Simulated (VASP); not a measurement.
# AlRu (P1) in VASP: a series of runs

One crystal, AlRu, is run at these levels: PBEsol, LDA; tasks: single point.

Everything below comes from runs of VASP 6.6.1. Logs are shortened: lines on timing, memory, paths and dates and some standing lists are left out, and cuts for length are marked.

## Step 1: Starting point

The typed cell holds 2 atoms: a = 2.992 Å, b = 2.992 Å, c = 2.992 Å, α = 90.00°, β = 90.00°, γ = 90.00°.

## Step 2: Single point, PBEsol

File INCAR:

```
SYSTEM = AlRu
PREC = Accurate
ENCUT = 520
EDIFF = 1E-7
ISMEAR = 0
SIGMA = 0.05
LREAL = .False.
LASPH = .True.
NELM = 100
ALGO = Fast
ISIF = 2
LWAVE = .False.
LCHARG = .True.
GGA = PS
LELF = .True.
LVHAR = .True.
NBANDS = 16
```

File KPOINTS:

```
Automatic mesh
0
Gamma
  12 12 12
  0 0 0
```

File POSCAR:

```
AlRu
1.0
    2.9916000000      0.0000000000      0.0000000000
    0.0000000000      2.9916000000      0.0000000000
    0.0000000000      0.0000000000      2.9916000000
Ru Al
1 1
Direct
    0.4970030000      0.5110170000      0.4878020000
   -0.0043240000     -0.0088300000      0.0100190000
```

Potentials or basis: VASP PAW PBE potentials, release 64 (Ru_pv, Al).

On the command line:

```console
cat potpaw_PBE.64/Ru_pv/POTCAR potpaw_PBE.64/Al/POTCAR > POTCAR
mpirun -np 1 vasp_std > vasp.out
```

OUTCAR:

```text
SYSTEM = AlRu
   PREC = Accurate
   ENCUT = 520
   EDIFF = 1E-7
   ISMEAR = 0
   LREAL = .False.
   LASPH = .True.
   NELM = 100
   ISIF = 2
   GGA = PS

 ion  position               nearest neighbor table
   1  0.497  0.511  0.488-   2 2.52   2 2.52   2 2.59   2 2.59   2 2.59   2 2.60   2 2.66   2 2.67

   2  0.996  0.991  0.010-   1 2.52   1 2.52   1 2.59   1 2.59   1 2.59   1 2.60   1 2.66   1 2.67

  LATTYP: Found a simple cubic cell.
 ALAT       =     2.9916000000

  Lattice vectors:

 A1 = (   2.9916000000,   0.0000000000,   0.0000000000)
 A2 = (   0.0000000000,   2.9916000000,   0.0000000000)
 A3 = (   0.0000000000,   0.0000000000,   2.9916000000)

Analysis of symmetry for initial positions (statically):
=====================================================================
 Subroutine PRICEL returns:
 Original cell was already a primitive cell.

 Routine SETGRP: Setting up the symmetry group for a
 simple cubic supercell.

 Subroutine GETGRP returns: Found  1 space group operations
 (whereof  1 operations were pure point group operations)
 out of a pool of 48 trial point group operations.

The static configuration has the point symmetry C_1 .

Analysis of symmetry for dynamics (positions and initial velocities):
=====================================================================
 Subroutine PRICEL returns:
 Original cell was already a primitive cell.

 Routine SETGRP: Setting up the symmetry group for a
 simple cubic supercell.

 Subroutine GETGRP returns: Found  1 space group operations
 (whereof  1 operations were pure point group operations)
 out of a pool of 48 trial point group operations.

The dynamic configuration has the point symmetry C_1 .

 Subroutine INISYM returns: Found  1 space group operations
 (whereof  1 operations are pure point group operations),
 and found     1 'primitive' translations

----------------------------------------------------------------------------------------

                                     Primitive cell

  volume of cell :      26.7738

  direct lattice vectors                    reciprocal lattice vectors
     2.991600000  0.000000000  0.000000000     0.334269287  0.000000000  0.000000000
     0.000000000  2.991600000  0.000000000     0.000000000  0.334269287  0.000000000
     0.000000000  0.000000000  2.991600000     0.000000000  0.000000000  0.334269287

  length of vectors
     2.991600000  2.991600000  2.991600000     0.334269287  0.334269287  0.334269287

  position of ions in fractional coordinates (direct lattice)
     0.497003000  0.511017000  0.487802000
     0.995676000  0.991170000  0.010019000

  ion indices of the primitive-cell ions
   primitive index   ion index
                 1           1
                 2           2

----------------------------------------------------------------------------------------

 KPOINTS: Automatic mesh

Automatic generation of k-mesh.
 Grid dimensions read from file:
 generate k-points for:   12   12   12

 Generating k-lattice:

  Cartesian coordinates                     Fractional coordinates (reciprocal lattice)
     0.027855774  0.000000000  0.000000000     0.083333333  0.000000000  0.000000000
     0.000000000  0.027855774  0.000000000     0.000000000  0.083333333  0.000000000
     0.000000000  0.000000000  0.027855774     0.000000000  0.000000000  0.083333333

  Length of vectors
     0.027855774  0.027855774  0.027855774

  Shift w.r.t. Gamma in fractional coordinates (k-lattice)
     0.000000000  0.000000000  0.000000000

 Subroutine IBZKPT returns following result:
 ===========================================

 Found    868 irreducible k-points:

 Following reciprocal coordinates:
            Coordinates               Weight
  0.000000  0.000000  0.000000      1.000000
  0.083333  0.000000  0.000000      2.000000
  0.000000  0.083333  0.000000      2.000000
  0.000000  0.000000  0.083333      2.000000
  0.166667  0.000000  0.000000      2.000000
  0.000000  0.166667  0.000000      2.000000
[... 16 lines left out ...]
 -0.083333  0.083333  0.000000      2.000000
 -0.083333  0.000000  0.083333      2.000000
 [... further k-points ...]
   k-points           NKPTS =    868   k-points in BZ     NKDIM =    868   number of bands    NBANDS=     16
   number of dos      NEDOS =    301   number of ions     NIONS =      2
   total plane-waves  NPLWV =  13824
   dimension x,y,z NGX =    24 NGY =   24 NGZ =   24
   dimension x,y,z NGXF=    48 NGYF=   48 NGZF=   48
   ions per type =               1   1
   NGX,Y,Z   is equivalent  to a cutoff of  13.34, 13.34, 13.34 a.u.
   NGXF,Y,Z  is equivalent  to a cutoff of  26.67, 26.67, 26.67 a.u.
 SYSTEM =  AlRu
   PREC   = accura    normal or accurate (medium, high low for compatibility)
   ISTART =      0    job   : 0-new  1-cont  2-samecut
   ICHARG =      2    charge: 1-file 2-atom 10-const
   ISPIN  =      1    spin polarized calculation?
   LNONCOLLINEAR =      F non collinear calculations
   LSORBIT =      F    spin-orbit coupling
   LASPH  =      T    aspherical Exc in radial PAW
   ENCUT  =  520.0 eV  38.22 Ry    6.18 a.u.   5.56  5.56  5.56*2*pi/ulx,y,z
   NELM   =    100;   NELMIN=  2; NELMDL= -5     # of ELM steps
   EDIFF  = 0.1E-06   stopping-criterion for ELM
   LREAL  =      F    real-space projection
   EDIFFG = 0.1E-05   stopping-criterion for IOM
   NSW    =      0    number of steps for IOM
   IBRION =     -1    ionic relax: 0-MD 1-quasi-New 2-CG
   NFREE  =      0    steps in history (QN), initial steepest desc. (CG)
   ISIF   =      2    stress and relaxation
   ISYM   =      2    0-nonsym 1-usesym 2-fastsym
   POTIM  = 0.5000    time-step for ionic-motion
   TEBEG  =    0.0;   TEEND  =   0.0 temperature during run
   PSTRESS=    0.0 pullay stress
   NELECT =      17.0000    total number of electrons
   NUPDOWN=      -1.0000    fix difference up-down
   EMIN   =  10.00;   EMAX   =-10.00  energy-range for DOS
   EFERMI =   0.00;   METHOD = LEGACY
   ISMEAR =     0;   SIGMA  =   0.05  broadening in eV -4-tet -1-fermi 0-gaus
   EFERMI_NEDOS =   21; number of points for ismear=-14 and -15
   IALGO  =     68    algorithm
   IMIX   =      4    mixing-type and parameters
     AMIX     =   0.40;   BMIX     =  1.00
     AMIX_MAG =   1.60;   BMIX_MAG =  1.00
  volume/ion in A,a.u.               =      13.39        90.34
  Fermi-wavevector in a.u.,A,eV,Ry     =   1.407087  2.659009 26.938090  1.979894
  Thomas-Fermi vector in A             =   2.529382
   LORBIT       =      0    0 simple, 1 ext, 2 COOP (PROOUT), +10 PAW based schemes
   GGA     = PS    functional components
   LHFCALC =     F    Hartree Fock is set to
   AEXX    =    0.0000 exact exchange contribution
   IVDW    =     0    specifies the selected vdW correction
   LEPSILON=     F    determine dielectric tensor
   LRPA    =     F    only Hartree local field effects (RPA)
 non-spin polarized calculation
 RMM-DIIS sequential band-by-band and
 Gauss-broadening in eV      SIGMA  =   0.05
  energy-cutoff  :      520.00
  volume of cell :       26.77
 maximum number of plane-waves:       739
 NGX is ok and might be reduce to    24

 number of electron      17.0000002 magnetization

 Free energy of the ion-electron system (eV)
  ---------------------------------------------------
  ext. energy  EPLUGINS =         0.00000000
  ---------------------------------------------------
  free energy    TOTEN  =       -15.49258997 eV

  energy without entropy =      -15.49055007  energy(sigma->0) =      -15.49157002

 E-fermi :  10.5856     XC(G=0): -12.6849

 val. band max:       10.5855657573   @ k =   0.0833   0.0833   0.0000
 cond. band min:      10.5862533240   @ k =  -0.0833   0.0833   0.0000
 fundamental gap:      0.0006875667
 Fermi energy:        10.5855871684

 k-point     1 :       0.0000    0.0000    0.0000
  band No.  band energies     occupation
      1     -31.1179      2.00000
      2     -31.1176      2.00000
      3     -31.1164      2.00000
      4       0.9153      2.00000
      5       6.9960      2.00000
      6       6.9995      2.00000
[... 8 lines left out ...]
     15      22.5936      0.00000
     16      25.6156      0.00000

 k-point     2 :       0.0833    0.0000    0.0000
  band No.  band energies     occupation
      1     -31.1322      2.00000
      2     -31.1164      2.00000
      3     -31.1153      2.00000
      4       1.0490      2.00000
      5       7.0427      2.00000
      6       7.0461      2.00000
[... 8 lines left out ...]
     15      22.5948      0.00000
     16      26.0400      0.00000

 k-point     3 :       0.0000    0.0833    0.0000
  band No.  band energies     occupation
      1     -31.1315      2.00000
      2     -31.1167      2.00000
      3     -31.1157      2.00000
      4       1.0488      2.00000
      5       7.0425      2.00000
      6       7.0461      2.00000
[... 8 lines left out ...]
     15      22.5948      0.00000
     16      26.0364      0.00000

 k-point     4 :       0.0000    0.0000    0.0833
  band No.  band energies     occupation
      1     -31.1313      2.00000
      2     -31.1167      2.00000
      3     -31.1159      2.00000
      4       1.0488      2.00000
      5       7.0425      2.00000
      6       7.0460      2.00000
[... 8 lines left out ...]
     15      22.5948      0.00000
     16      26.0354      0.00000
[... 324 lines left out ...]
 k-point    22 :       0.0833    0.0000    0.0833
  band No.  band energies     occupation
      1     -31.1313      2.00000
      2     -31.1297      2.00000
      3     -31.1147      2.00000
      4       1.1811      2.00000
      5       7.0882      2.00000
      6       7.0968      2.00000
[... 8 lines left out ...]
     15      22.5950      0.00000
     16      26.4032      0.00000

 k-point    23 :      -0.0833    0.0833    0.0000
  band No.  band energies     occupation
      1     -31.1313      2.00000
      2     -31.1299      2.00000
      3     -31.1145      2.00000
      4       1.1812      2.00000
      5       7.0889      2.00000
      6       7.0961      2.00000
[... 8 lines left out ...]
     15      22.5950      0.00000
     16      26.4041      0.00000

 k-point    24 :      -0.0833    0.0000    0.0833
  band No.  band energies     occupation
      1     -31.1313      2.00000
      2     -31.1296      2.00000
      3     -31.1147      2.00000
      4       1.1811      2.00000
      5       7.0882      2.00000
      6       7.0967      2.00000
[... 8 lines left out ...]
     15      22.5950      0.00000
     16      26.4020      0.00000

 [... further k-points ...]
[... 5 lines left out ...]
  --------------------------------------------------------------------------------------
  -------------------------------------------------------------------------------------
  Total       -0.4276400     -0.4728070     -0.4840211      0.0061793     -0.1014132     -0.0069164
  in kB      -25.5904765    -28.2933214    -28.9643853      0.3697757     -6.0686810     -0.4138861
  external PRESSURE =     -27.6160611 kB  Pullay stress =       0.0000000 kB

 VOLUME and BASIS-vectors are now :
 -----------------------------------------------------------------------------
  energy-cutoff  :      520.00
  volume of cell :       26.77
      direct lattice vectors                 reciprocal lattice vectors
     2.991600000  0.000000000  0.000000000     0.334269287  0.000000000  0.000000000
     0.000000000  2.991600000  0.000000000     0.000000000  0.334269287  0.000000000
     0.000000000  0.000000000  2.991600000     0.000000000  0.000000000  0.334269287

 POSITION                                       TOTAL-FORCE (eV/Angst)
 -----------------------------------------------------------------------------------
      1.48683      1.52876      1.45931        -0.031172     -0.461018      0.514651
      2.97866      2.96518      0.02997         0.031172      0.461018     -0.514651
 -----------------------------------------------------------------------------------
    total drift:                               -0.000009      0.000011     -0.000012

  FREE ENERGIE OF THE ION-ELECTRON SYSTEM (eV)
  ---------------------------------------------------
  free  energy   TOTEN  =       -15.4925899716 eV

  energy  without entropy=      -15.4905500668  energy(sigma->0) =      -15.49157002
```

It took 3.4 min on 1 thread of Intel Xeon Platinum 8375C at 2.90GHz (Ice Lake), shared host; peak memory 0.44 GiB.

What came out:

- Free energy: -15.4926 eV
- Pressure: -2.8 GPa
- Largest force: 0.692 eV/Å
- Band gap on the k mesh: none (metal or under the smearing width)

Forces in eV/Å, atoms in the order of the input:
```
Ru  -0.031 -0.461  0.515
Al   0.031  0.461 -0.515
```

Caveat: the PAW data sets were made with another functional, which shifts forces and pressure a little.

## Step 3: Single point, LDA

File INCAR:

```
SYSTEM = AlRu
PREC = Accurate
ENCUT = 520
EDIFF = 1E-7
ISMEAR = -1
SIGMA = 0.01
LREAL = .FALSE.
LASPH = .TRUE.
NELM = 100
ALGO = Normal
ISIF = 2
LWAVE = .FALSE.
LCHARG = .FALSE.
NBANDS = 16
```

File KPOINTS:

```
regular mesh
0
G
  5 5 5
  0 0 0
```

File POSCAR:

```
AlRu
1.0
    2.9916000000      0.0000000000      0.0000000000
    0.0000000000      2.9916000000      0.0000000000
    0.0000000000      0.0000000000      2.9916000000
Ru Al
1 1
Direct
    0.4935270000      0.5223210000      0.5094120000
   -0.0101110000     -0.0020150000     -0.0204830000
```

Potentials or basis: VASP PAW LDA potentials, release 64 (Ru_pv, Al).

On the command line:

```console
cat potpaw_LDA.64/Ru_pv/POTCAR potpaw_LDA.64/Al/POTCAR > POTCAR
mpirun -np 1 vasp_std > vasp.out
```

OUTCAR:

```text
SYSTEM = AlRu
   PREC = Accurate
   ENCUT = 520
   EDIFF = 1E-7
   ISMEAR = -1
   LREAL = .FALSE.
   LASPH = .TRUE.
   NELM = 100
   ISIF = 2

 ion  position               nearest neighbor table
   1  0.494  0.522  0.509-   2 2.49   2 2.50   2 2.58   2 2.59   2 2.60   2 2.61   2 2.68   2 2.69

   2  0.990  0.998  0.980-   1 2.49   1 2.50   1 2.58   1 2.59   1 2.60   1 2.61   1 2.68   1 2.69

  LATTYP: Found a simple cubic cell.
 ALAT       =     2.9916000000

  Lattice vectors:

[... 645 lines left out ...]

  FORCE on cell =-STRESS in cart. coord.  units (eV):
  Direction    XX          YY          ZZ          XY          YZ          ZX
  --------------------------------------------------------------------------------------
  -------------------------------------------------------------------------------------
  Total       -0.9211582     -1.0215442     -1.0690150      0.0194781      0.1595351      0.0239383
  in kB      -55.1231740    -61.1303919    -63.9711009      1.1655893      9.5467647      1.4324936
  external PRESSURE =     -60.0748889 kB  Pullay stress =       0.0000000 kB

 VOLUME and BASIS-vectors are now :
 -----------------------------------------------------------------------------
  energy-cutoff  :      520.00
  volume of cell :       26.77
      direct lattice vectors                 reciprocal lattice vectors
     2.991600000  0.000000000  0.000000000     0.334269287  0.000000000  0.000000000
     0.000000000  2.991600000  0.000000000     0.000000000  0.334269287  0.000000000
     0.000000000  0.000000000  2.991600000     0.000000000  0.000000000  0.334269287

 POSITION                                       TOTAL-FORCE (eV/Angst)
 -----------------------------------------------------------------------------------
      1.47644      1.56258      1.52396        -0.081870     -0.536620     -0.652269
      2.96135      2.98557      2.93032         0.081870      0.536620      0.652269
 -----------------------------------------------------------------------------------
    total drift:                               -0.000021      0.000109      0.000161

  FREE ENERGIE OF THE ION-ELECTRON SYSTEM (eV)
  ---------------------------------------------------
  free  energy   TOTEN  =       -16.0199022804 eV

  energy  without entropy=      -16.0196862499  energy(sigma->0) =      -16.01979427
```

OSZICAR:

```text
N       E                     dE             d eps       ncg     rms          rms(c)
DAV:   1     0.118011787171E+03    0.11801E+03   -0.90822E+03  2040   0.987E+02
DAV:   2    -0.147187416758E+02   -0.13273E+03   -0.12641E+03  2328   0.297E+02
DAV:   3    -0.166583277327E+02   -0.19396E+01   -0.19284E+01  2696   0.375E+01
DAV:   4    -0.166701082366E+02   -0.11781E-01   -0.11768E-01  2392   0.314E+00
DAV:   5    -0.166702315060E+02   -0.12327E-03   -0.12326E-03  2456   0.308E-01    0.124E+01
DAV:   6    -0.161188097193E+02    0.55142E+00   -0.21702E+00  2120   0.157E+01    0.236E+00
DAV:   7    -0.160395744471E+02    0.79235E-01   -0.18193E-01  2072   0.476E+00    0.217E+00
DAV:   8    -0.160202214126E+02    0.19353E-01   -0.21323E-02  2304   0.930E-01    0.228E-01
DAV:   9    -0.160199449418E+02    0.27647E-03   -0.41295E-04  2328   0.171E-01    0.122E-01
DAV:  10    -0.160199063839E+02    0.38558E-04   -0.37477E-05  2464   0.553E-02    0.561E-02
DAV:  11    -0.160199026060E+02    0.37779E-05   -0.69059E-06  2352   0.267E-02    0.838E-03
DAV:  12    -0.160199022903E+02    0.31565E-06   -0.66262E-07  2248   0.745E-03    0.217E-03
DAV:  13    -0.160199022804E+02    0.99228E-08   -0.42478E-08  1152   0.194E-03
   1 F= -.16019902E+02 E0= -.16019794E+02  d E =-.216031E-03
```

Wall time 10 s (1 thread of AMD EPYC 9R45 (Zen 5), shared host); peak memory 0.11 GiB.

Results:

```
Free energy            : -16.0199 eV
Pressure               : -6.0 GPa
Largest force          : 0.849 eV/Å
Band gap on the k mesh : none (metal or under the smearing width)
```

Forces in eV/Å, atoms in the order of the input:
```
Ru  -0.082 -0.537 -0.652
Al   0.082  0.537  0.652
```

Stress tensor (GPa, compression positive):
```
-5.51  0.12  0.14
 0.12 -6.11  0.95
 0.14  0.95 -6.40
```

Caveat: the k mesh is coarse (spacing up to 0.42 Å⁻¹), so the values aren't converged.

## Step 4: Single point, LDA

File INCAR:

```
PREC = Accurate
ENCUT = 520
EDIFF = 1E-7
ISMEAR = -1
SIGMA = 0.025
LREAL = F
LASPH = T
NELM = 100
ALGO = Normal
ISIF = 2
LWAVE = F
LCHARG = T
GGA = CA
LELF = T
LVHAR = T
NBANDS = 16
```

File KPOINTS:

```
regular mesh
0
Gamma
  5 5 5
```

POSCAR is that of step 3.

On the command line:

```console
cat potpaw_LDA.64/Ru_pv/POTCAR potpaw_LDA.64/Al/POTCAR > POTCAR
mpirun -np 1 vasp_std > vasp.out
```

Run time: 11 s. Hardware: 1 thread of AMD EPYC 9R45 (Zen 5), shared host; peak memory 0.11 GiB.

The run converged. Its results:

* Free energy: -16.0207 eV
* Pressure: -6.0 GPa
* Largest force: 0.850 eV/Å
* Band gap on the k mesh: none (metal or under the smearing width)

Forces on the atoms (eV/Å):
```
Ru  -0.082 -0.537 -0.653
Al   0.082  0.537  0.653
```

Stress tensor (GPa, compression positive):
```
-5.52  0.12  0.15
 0.12 -6.07  1.00
 0.15  1.00 -6.34
```

Levels at points of the mesh, in eV from the Fermi level:
```
           k point  band 6  band 7  band 8  band 9  band 10  band 11  band 12  band 13
(0.00, 0.00, 0.00)   -3.75    0.03    0.05    0.06     5.87     5.88     5.91    10.90
```

Caveat: the k mesh is coarse (spacing up to 0.42 Å⁻¹), so the values aren't converged.

## Step 5: Overview

```csv
level,potentials or basis,k mesh,smearing,mesh quality,gap on the mesh (eV),pressure (GPa),largest force (eV/Å)
PBEsol,"VASP PAW PBE potentials, release 64 (Ru_pv, Al)",12 × 12 × 12,gaussian 0.05 eV,not flagged,none,-2.8,0.69
LDA,"VASP PAW LDA potentials, release 64 (Ru_pv, Al)",5 × 5 × 5,fermi-dirac 0.01 eV,coarse,none,-6.0,0.85
LDA,"VASP PAW LDA potentials, release 64 (Ru_pv, Al)",5 × 5 × 5,fermi-dirac 0.025 eV,coarse,none,-6.0,0.85
```

Some of these runs hold the atoms at other places in the same cell, which the table doesn't show; runs alike in all that it shows share one row.

Alike in all rows: task single point; no spin polarisation; cell as given; cutoff (eV) 520.

Caveats: some runs use coarse meshes; the PAW data sets were made with another functional, which shifts forces and pressure a little (some runs).

Absolute energies hang on the potentials; compare differences alone.
